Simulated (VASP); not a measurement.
# MoS2 (R-3m) in VASP: notebook

One crystal, MoS2, is run at these levels: PBE0, PBEsol; tasks: single point.

All numbers are computed with VASP 6.6.1; they aren't measurements. Logs are shortened: lines on timing, memory, paths and dates and some standing lists are left out, and cuts for length are marked.

## 1. The structure

It takes space group R-3m (No. 166, trigonal). The conventional cell has a = 3.171 Å, b = 3.171 Å, c = 18.345 Å, α = 90.00°, β = 90.00°, γ = 120.00°. Around Mo (site symmetry -3m) lie 6 S at 2.39 Å. Around S (site symmetry 3m) lie 3 Mo at 2.39 Å.

Measurements of this composition are mostly on another form, of space group No. 194.

## 2. Single point, PBE0

POSCAR

```
MoS2
1.0
    1.5855000000      0.9153888518      6.1149966667
   -1.5855000000      0.9153888518      6.1149966667
    0.0000000000     -1.8307777036      6.1149966667
Mo S
1 2
Direct
    0.0000000000      0.0000000000      0.0000000000
    0.2500000000      0.2500000000      0.2500000000
    0.7500000000      0.7500000000      0.7500000000
```

INCAR.step1

```
SYSTEM = MoS2
PREC = Accurate
ENCUT = 350
EDIFF = 1E-5
ISMEAR = 0
SIGMA = 0.01
LREAL = .FALSE.
LASPH = .TRUE.
NELM = 100
ALGO = Normal
ISIF = 2
LWAVE = .TRUE.
LCHARG = .FALSE.
NBANDS = 21
NKRED = 1
GGA = PE
```

INCAR.step2

```
SYSTEM = MoS2
PREC = Accurate
ENCUT = 350
EDIFF = 1E-6
ISMEAR = 0
SIGMA = 0.01
LREAL = .FALSE.
LASPH = .TRUE.
NELM = 100
ALGO = Normal
ISIF = 2
LWAVE = .FALSE.
LCHARG = .FALSE.
GGA = PE
LHFCALC = .TRUE.
AEXX = 0.25
PRECFOCK = Fast
NBANDS = 21
NKRED = 1
ISTART = 1
```

KPOINTS

```
regular mesh
0
G
  3 3 3
  0 0 0
```

Potentials or basis: VASP PAW PBE potentials, release 64 (Mo_sv, S).

Started as:

```
$ cat potpaw_PBE.64/Mo_sv/POTCAR potpaw_PBE.64/S/POTCAR > POTCAR
$ cp INCAR.step1 INCAR
$ mpirun -np 1 vasp_std > vasp.out
$ cp INCAR.step2 INCAR
$ mpirun -np 1 vasp_std > vasp.out
```

OUTCAR:

```text
SYSTEM = MoS2
   PREC = Accurate
   ENCUT = 350
   EDIFF = 1E-6
   ISMEAR = 0
   LREAL = .FALSE.
   LASPH = .TRUE.
   NELM = 100
   ISIF = 2
   GGA = PE
   LHFCALC = .TRUE.
   AEXX = 0.25
   PRECFOCK = Fast
   NKRED = 1
   ISTART = 1

 Found      6 irreducible k-points:

 Following reciprocal coordinates:
            Coordinates               Weight
  0.000000  0.000000  0.000000      1.000000
  0.333333 -0.000000  0.000000      6.000000
  0.333333  0.333333  0.000000      6.000000
 -0.333333  0.333333  0.000000      6.000000
  0.333333  0.333333  0.333333      2.000000
 -0.333333  0.333333  0.333333      6.000000
   k-points           NKPTS =      6   k-points in BZ     NKDIM =     27   number of bands    NBANDS=     21
   number of dos      NEDOS =    301   number of ions     NIONS =      3
   total plane-waves  NPLWV =  64000
   dimension x,y,z NGX =    40 NGY =   40 NGZ =   40
   dimension x,y,z NGXF=    80 NGYF=   80 NGZF=   80
   ions per type =               1   2
   NGX,Y,Z   is equivalent  to a cutoff of  10.42, 10.42, 10.42 a.u.
   NGXF,Y,Z  is equivalent  to a cutoff of  20.84, 20.84, 20.84 a.u.
 SYSTEM =  MoS2
   PREC   = accura    normal or accurate (medium, high low for compatibility)
   ISTART =      1    job   : 0-new  1-cont  2-samecut
   ICHARG =      0    charge: 1-file 2-atom 10-const
   ISPIN  =      1    spin polarized calculation?
   LNONCOLLINEAR =      F non collinear calculations
   LSORBIT =      F    spin-orbit coupling
   LASPH  =      T    aspherical Exc in radial PAW
   ENCUT  =  350.0 eV  25.72 Ry    5.07 a.u.   9.74  9.74  9.74*2*pi/ulx,y,z
   NELM   =    100;   NELMIN=  2; NELMDL=  0     # of ELM steps
   EDIFF  = 0.1E-05   stopping-criterion for ELM
   LREAL  =      F    real-space projection
   EDIFFG = 0.1E-04   stopping-criterion for IOM
   NSW    =      0    number of steps for IOM
   IBRION =     -1    ionic relax: 0-MD 1-quasi-New 2-CG
   NFREE  =      0    steps in history (QN), initial steepest desc. (CG)
   ISIF   =      2    stress and relaxation
   ISYM   =      3    0-nonsym 1-usesym 2-fastsym
   POTIM  = 0.5000    time-step for ionic-motion
   TEBEG  =    0.0;   TEEND  =   0.0 temperature during run
   PSTRESS=    0.0 pullay stress
   NELECT =      26.0000    total number of electrons
   NUPDOWN=      -1.0000    fix difference up-down
   EMIN   =  10.00;   EMAX   =-10.00  energy-range for DOS
   EFERMI =   0.00;   METHOD = LEGACY
   ISMEAR =     0;   SIGMA  =   0.01  broadening in eV -4-tet -1-fermi 0-gaus
   EFERMI_NEDOS =   21; number of points for ismear=-14 and -15
   IALGO  =     38    algorithm
   IMIX   =      1    mixing-type and parameters
     AMIX     =   0.40;   BMIX     =  1.00
     AMIX_MAG =   1.60;   BMIX_MAG =  1.00
  volume/ion in A,a.u.               =      17.75       119.78
  Fermi-wavevector in a.u.,A,eV,Ry     =   1.289118  2.436081 22.610522  1.661826
  Thomas-Fermi vector in A             =   2.421031
   LORBIT       =      0    0 simple, 1 ext, 2 COOP (PROOUT), +10 PAW based schemes
   GGA     = PE    functional components
   LHFCALC =     T    Hartree Fock is set to
   PRECFOCK=fast      Normal, Fast or Accurate (Low or Medium for compatibility)
   ENCUT4O =  -1.0   cutoff for four orbital integrals eV
   NKREDX  =     1    reduce k-point grid by
   NKREDY  =     1    reduce k-point grid by
   NKREDZ  =     1    reduce k-point grid by
   AEXX    =    0.2500 exact exchange contribution
   HFSCREEN=    0.0000 screening length (either q_TF or 0.3 A-1)
   HFSCREENC=   0.0000 screening length for correlation (either q_TF or 0.3 A-1)
   ENCUTFOCK=  -1.0 apply spherical cutoff to Coloumb kernel
   IVDW    =     0    specifies the selected vdW correction
   LEPSILON=     F    determine dielectric tensor
   LRPA    =     F    only Hartree local field effects (RPA)
 non-spin polarized calculation
 Gauss-broadening in eV      SIGMA  =   0.01
  energy-cutoff  :      350.00
  volume of cell :       53.25
 maximum number of plane-waves:       805
  NGX = 24; NGY = 24; NGZ = 24

 number of electron      26.0000006 magnetization

 Free energy of the ion-electron system (eV)
  ---------------------------------------------------
  ext. energy  EPLUGINS =         0.00000000
  ---------------------------------------------------
  free energy    TOTEN  =       -27.68509984 eV

  energy without entropy =      -27.68509984  energy(sigma->0) =      -27.68509984

 E-fermi :   7.0355     XC(G=0):  -8.5245

 val. band max:        6.8613503092   @ k =   0.3333   0.3333   0.3333
 cond. band min:       8.6889971207   @ k =  -0.3333   0.3333   0.0000
 fundamental gap:      1.8276468115
 Fermi energy:         7.0354736763

 k-point     1 :       0.0000    0.0000    0.0000
  band No.  band energies     occupation
      1     -58.9691      2.00000
      2     -31.6134      2.00000
      3     -31.4957      2.00000
      4     -31.4957      2.00000
      5      -9.7947      2.00000
      6      -7.9567      2.00000
[... 13 lines left out ...]
     20      18.4849      0.00000
     21      18.4849      0.00000

 k-point     2 :       0.3333   -0.0000    0.0000
  band No.  band energies     occupation
      1     -58.9331      2.00000
      2     -31.8548      2.00000
      3     -31.5765      2.00000
      4     -31.5405      2.00000
      5      -8.2761      2.00000
      6      -7.5411      2.00000
[... 13 lines left out ...]
     20      17.6643      0.00000
     21      18.2330      0.00000

 k-point     3 :       0.3333    0.3333    0.0000
  band No.  band energies     occupation
      1     -58.9330      2.00000
      2     -31.8542      2.00000
      3     -31.5764      2.00000
      4     -31.5406      2.00000
      5      -8.1022      2.00000
      6      -7.7495      2.00000
[... 13 lines left out ...]
     20      16.8133      0.00000
     21      19.0889      0.00000

 k-point     4 :      -0.3333    0.3333    0.0000
  band No.  band energies     occupation
      1     -58.9150      2.00000
      2     -31.8254      2.00000
      3     -31.8253      2.00000
      4     -31.5046      2.00000
      5      -7.2540      2.00000
      6      -7.2538      2.00000
[... 13 lines left out ...]
     20      17.2868      0.00000
     21      18.9872      0.00000

 k-point     5 :       0.3333    0.3333    0.3333
  band No.  band energies     occupation
      1     -58.9690      2.00000
      2     -31.6136      2.00000
      3     -31.4954      2.00000
      4     -31.4954      2.00000
      5      -9.5995      2.00000
      6      -8.2921      2.00000
[... 13 lines left out ...]
     20      18.6526      0.00000
     21      18.6526      0.00000

 k-point     6 :      -0.3333    0.3333    0.3333
  band No.  band energies     occupation
      1     -58.9330      2.00000
      2     -31.8546      2.00000
      3     -31.5764      2.00000
      4     -31.5407      2.00000
      5      -8.1772      2.00000
      6      -7.6461      2.00000
[... 13 lines left out ...]
     20      17.8051      0.00000
     21      18.3865      0.00000

------------------------ aborting loop because EDIFF is reached ----------------------------------------

  FORCE on cell =-STRESS in cart. coord.  units (eV):
  Direction    XX          YY          ZZ          XY          YZ          ZX
  --------------------------------------------------------------------------------------
  -------------------------------------------------------------------------------------
  Total        1.2132648      1.2132648      0.5808769      0.0000000     -0.0000000      0.0000000
  in kB       36.5045379     36.5045379     17.4773404      0.0000000     -0.0000000      0.0000000
  external PRESSURE =      30.1621387 kB  Pullay stress =       0.0000000 kB

 VOLUME and BASIS-vectors are now :
 -----------------------------------------------------------------------------
  energy-cutoff  :      350.00
  volume of cell :       53.25
      direct lattice vectors                 reciprocal lattice vectors
     1.585500000  0.915388852  6.114996667     0.315357931  0.182071986  0.054510796
    -1.585500000  0.915388852  6.114996667    -0.315357931  0.182071986  0.054510796
     0.000000000 -1.830777704  6.114996667     0.000000000 -0.364143973  0.054510796

 POSITION                                       TOTAL-FORCE (eV/Angst)
 -----------------------------------------------------------------------------------
      0.00000      0.00000      0.00000        -0.000000      0.000000      0.000000
      0.00000      0.00000      4.58625         0.000000     -0.000000      0.085083
      0.00000      0.00000     13.75874         0.000000     -0.000000     -0.085083
 -----------------------------------------------------------------------------------
    total drift:                               -0.000000     -0.000000     -0.000000

  FREE ENERGIE OF THE ION-ELECTRON SYSTEM (eV)
  ---------------------------------------------------
  free  energy   TOTEN  =       -27.6850998364 eV

  energy  without entropy=      -27.6850998364  energy(sigma->0) =      -27.68509984
```

It took 8.3 min on 1 thread of AMD EPYC 7R13 (Zen 3), shared host; peak memory 0.2 GiB.

The run converged, but some of its settings lie outside the range that counts as converged, so its numbers aren't taken as properties of the crystal.

What came out:

```
Free energy            : -27.6851 eV
Pressure               : 3.0 GPa
Largest force          : 0.085 eV/Å
Band gap on the k mesh : none (metal or under the smearing width)
```

Caveat: the k mesh is coarse (spacing up to 0.77 Å⁻¹), so the values aren't converged, least of all with exact exchange; the PAW data sets were made with another functional, which shifts forces and pressure a little; the cell's inner coordinates are idealised or old, which leaves forces on the atoms.

## 3. Single point, PBE0

POSCAR is that of step 2.

Changes to INCAR.step1 since step 2:

```diff
@@ -2,3 +2,3 @@
 PREC = Accurate
-ENCUT = 350
+ENCUT = 500
 EDIFF = 1E-5
```

Changes to INCAR.step2 since step 2:

```diff
@@ -2,3 +2,3 @@
 PREC = Accurate
-ENCUT = 350
+ENCUT = 500
 EDIFF = 1E-6
```

KPOINTS is that of step 2.

Potentials or basis: VASP PAW PBE potentials, release 64 (Mo_sv, S).

Started as:

```
$ cat potpaw_PBE.64/Mo_sv/POTCAR potpaw_PBE.64/S/POTCAR > POTCAR
$ cp INCAR.step1 INCAR
$ mpirun -np 1 vasp_std > vasp.out
$ cp INCAR.step2 INCAR
$ mpirun -np 1 vasp_std > vasp.out
```

Wall time 7.7 min (1 thread of AMD EPYC 7R13 (Zen 3), shared host); peak memory 0.28 GiB.

The run converged, but some of its settings lie outside the range that counts as converged, so its numbers aren't taken as properties of the crystal.

Results:

```
Free energy            : -27.6878 eV
Pressure               : 3.4 GPa
Largest force          : 0.090 eV/Å
Band gap on the k mesh : none (metal or under the smearing width)
```

Caveat: the k mesh is coarse (spacing up to 0.77 Å⁻¹), so the values aren't converged, least of all with exact exchange; the PAW data sets were made with another functional, which shifts forces and pressure a little; the cell's inner coordinates are idealised or old, which leaves forces on the atoms.

## 4. Single point, PBE0

POSCAR is that of step 3.

Changes to INCAR.step1 since step 3:

```diff
@@ -2,3 +2,3 @@
 PREC = Accurate
-ENCUT = 500
+ENCUT = 350
 EDIFF = 1E-5
@@ -14,3 +14,3 @@
 NBANDS = 21
-NKRED = 1
+NKRED = 2
 GGA = PE
```

Changes to INCAR.step2 since step 3:

```diff
@@ -2,3 +2,3 @@
 PREC = Accurate
-ENCUT = 500
+ENCUT = 350
 EDIFF = 1E-6
@@ -18,3 +18,3 @@
 NBANDS = 21
-NKRED = 1
+NKRED = 2
 ISTART = 1
```

KPOINTS

```
regular mesh
0
G
  4 4 4
  0 0 0
```

Potentials or basis: VASP PAW PBE potentials, release 64 (Mo_sv, S).

Started as:

```
$ cat potpaw_PBE.64/Mo_sv/POTCAR potpaw_PBE.64/S/POTCAR > POTCAR
$ cp INCAR.step1 INCAR
$ mpirun -np 1 vasp_std > vasp.out
$ cp INCAR.step2 INCAR
$ mpirun -np 1 vasp_std > vasp.out
```

OUTCAR:

```text
SYSTEM = MoS2
   PREC = Accurate
   ENCUT = 350
   EDIFF = 1E-6
   ISMEAR = 0
   LREAL = .FALSE.
   LASPH = .TRUE.
   NELM = 100
   ISIF = 2
   GGA = PE
   LHFCALC = .TRUE.
   AEXX = 0.25
   PRECFOCK = Fast
   NKRED = 2
   ISTART = 1

 Found     13 irreducible k-points:

 Following reciprocal coordinates:
            Coordinates               Weight
  0.000000  0.000000  0.000000      1.000000
  0.250000  0.000000  0.000000      6.000000
  0.500000  0.000000  0.000000      3.000000
  0.250000  0.250000  0.000000      6.000000
  0.500000  0.250000  0.000000     12.000000
 -0.250000  0.250000  0.000000      6.000000
   k-points           NKPTS =     13   k-points in BZ     NKDIM =     64   number of bands    NBANDS=     21
   number of dos      NEDOS =    301   number of ions     NIONS =      3
   total plane-waves  NPLWV =  64000
   dimension x,y,z NGX =    40 NGY =   40 NGZ =   40
   dimension x,y,z NGXF=    80 NGYF=   80 NGZF=   80
   ions per type =               1   2
   NGX,Y,Z   is equivalent  to a cutoff of  10.42, 10.42, 10.42 a.u.
   NGXF,Y,Z  is equivalent  to a cutoff of  20.84, 20.84, 20.84 a.u.
 SYSTEM =  MoS2
[... 59 lines left out ...]
  ---------------------------------------------------
  ext. energy  EPLUGINS =         0.00000000
  ---------------------------------------------------
  free energy    TOTEN  =       -27.87508570 eV

  energy without entropy =      -27.87460363  energy(sigma->0) =      -27.87484467

 E-fermi :   7.6381     XC(G=0):  -8.5317

 val. band max:        7.6350412903   @ k =  -0.2500   0.5000   0.2500
 cond. band min:       8.6006843795   @ k =   0.2500   0.2500   0.0000
 fundamental gap:      0.9656430892
 Fermi energy:         7.6380869922

 k-point     1 :       0.0000    0.0000    0.0000
  band No.  band energies     occupation
      1     -58.8906      2.00000
      2     -31.6764      2.00000
      3     -31.3987      2.00000
      4     -31.3987      2.00000
      5      -9.9374      2.00000
      6      -8.1405      2.00000
[... 133 lines left out ...]
     20      17.4802      0.00000
     21      18.8762      0.00000

 [... further k-points ...]
[... 5 lines left out ...]
  --------------------------------------------------------------------------------------
  -------------------------------------------------------------------------------------
  Total        1.2386580      1.2386580      0.7157082      0.0000000      0.0000000      0.0000000
  in kB       37.2685649     37.2685649     21.5341264      0.0000000      0.0000000      0.0000000
  external PRESSURE =      32.0237520 kB  Pullay stress =       0.0000000 kB

 VOLUME and BASIS-vectors are now :
 -----------------------------------------------------------------------------
  energy-cutoff  :      350.00
  volume of cell :       53.25
      direct lattice vectors                 reciprocal lattice vectors
     1.585500000  0.915388852  6.114996667     0.315357931  0.182071986  0.054510796
    -1.585500000  0.915388852  6.114996667    -0.315357931  0.182071986  0.054510796
     0.000000000 -1.830777704  6.114996667     0.000000000 -0.364143973  0.054510796

 POSITION                                       TOTAL-FORCE (eV/Angst)
 -----------------------------------------------------------------------------------
      0.00000      0.00000      0.00000         0.000000      0.000000      0.000000
      0.00000      0.00000      4.58625         0.000000     -0.000000     -0.238662
      0.00000      0.00000     13.75874         0.000000      0.000000      0.238662
 -----------------------------------------------------------------------------------
    total drift:                                0.000000      0.000000      0.000000

  FREE ENERGIE OF THE ION-ELECTRON SYSTEM (eV)
  ---------------------------------------------------
  free  energy   TOTEN  =       -27.8750857007 eV

  energy  without entropy=      -27.8746036309  energy(sigma->0) =      -27.87484467
```

Run time: 6.5 min. Hardware: 1 thread of AMD EPYC 7R13 (Zen 3), shared host; peak memory 0.21 GiB.

These settings aren't checked as converged: the numbers below hold their error.

Results:

| Item | Value |
| --- | --- |
| Free energy | -27.8751 eV |
| Pressure | 3.2 GPa |
| Largest force | 0.239 eV/Å |
| Band gap on the k mesh | none (metal or under the smearing width) |

Caveat: the k mesh is coarse (spacing up to 0.58 Å⁻¹), so the values aren't converged, least of all with exact exchange; the PAW data sets were made with another functional, which shifts forces and pressure a little; the cell's inner coordinates are idealised or old, which leaves forces on the atoms.

## 5. Single point, PBEsol, spin-orbit coupling, no magnetisation

INCAR

```
SYSTEM = MoS2
  ALGO = Normal
  EDIFF = 1E-8
  ENCUT = 750
  GGA = PS
  GGA_COMPAT = .FALSE.
  ISIF = 2
  ISMEAR = 0
  LASPH = .TRUE.
  LCHARG = .FALSE.
  LMAXMIX = 4
  LORBIT = 11
  LREAL = .FALSE.
  LSORBIT = .TRUE.
  LWAVE = .FALSE.
  MAGMOM = 0 0 0 0 0 0 0 0 0
  NBANDS = 42
  NELM = 100
  PREC = Accurate
  SIGMA = 0.02
```

KPOINTS

```
k-points
0
G
  8 8 8
  0 0 0
```

POSCAR is that of step 4.

Started as:

```
$ cat potpaw_PBE.64/Mo_sv/POTCAR potpaw_PBE.64/S/POTCAR > POTCAR
$ mpirun -np 1 vasp_ncl > vasp.out
```

It took 23 min on 1 thread of Intel Xeon 6975P-C (Granite Rapids), shared host; peak memory 1.4 GiB.

The run converged. Its results:

* Free energy: -22.6795 eV
* Pressure: 3.0 GPa
* Largest force: 0.760 eV/Å
* Valence electrons inside the program's atomic spheres: Mo 12.52; S 3.68

Forces in eV/Å, atoms in the order of the input:
```
Mo   0.000  0.000  0.000
S    0.000  0.000 -0.760
S    0.000  0.000  0.760
```

Stress tensor (GPa, compression positive):
```
1.37 0.00 0.00
0.00 1.37 0.00
0.00 0.00 6.16
```

Caveat: the PAW data sets were made with another functional, which shifts forces and pressure a little; the cell's inner coordinates are idealised or old, which leaves forces on the atoms.

## 6. Single point, PBEsol, spin-orbit coupling, no magnetisation

Changes to INCAR since step 5:

```diff
@@ -2,4 +2,4 @@
   ALGO = Normal
-  EDIFF = 1E-8
-  ENCUT = 750
+  EDIFF = 1E-7
+  ENCUT = 600
   GGA = PS
```

KPOINTS

```
k-points
0
G
  7 7 7
  0 0 0
```

POSCAR is that of step 5.

Potentials or basis: VASP PAW PBE potentials, release 64 (Mo_sv, S).

Started as:

```
$ cat potpaw_PBE.64/Mo_sv/POTCAR potpaw_PBE.64/S/POTCAR > POTCAR
$ mpirun -np 1 vasp_ncl > vasp.out
```

Wall time 13 min (1 thread of Intel Xeon 6975P-C (Granite Rapids), shared host); peak memory 0.98 GiB.

These settings aren't checked as converged: the numbers below hold their error.

Results:

```yaml
Free_energy: -22.6863 eV
Pressure: 3.1 GPa
Largest_force: 0.792 eV/Å
Valence_electrons_inside_the_program's_atomic_spheres: Mo 12.51; S 3.68
```

Caveat: the PAW data sets were made with another functional, which shifts forces and pressure a little; the cell's inner coordinates are idealised or old, which leaves forces on the atoms.

## 7. For comparison

An earlier run on the cell as given: functional PBE; potentials or basis VASP PAW PBE potentials, release 64 (Mo_sv, S); cutoff 520 eV; k mesh 10 × 10 × 10; occupations fermi-dirac, width 0.05 eV; no spin polarisation.

* Pressure: 7.8 GPa
* Largest force: 0.994 eV/Å
* Band gap on the k mesh: none (metal or under the smearing width)
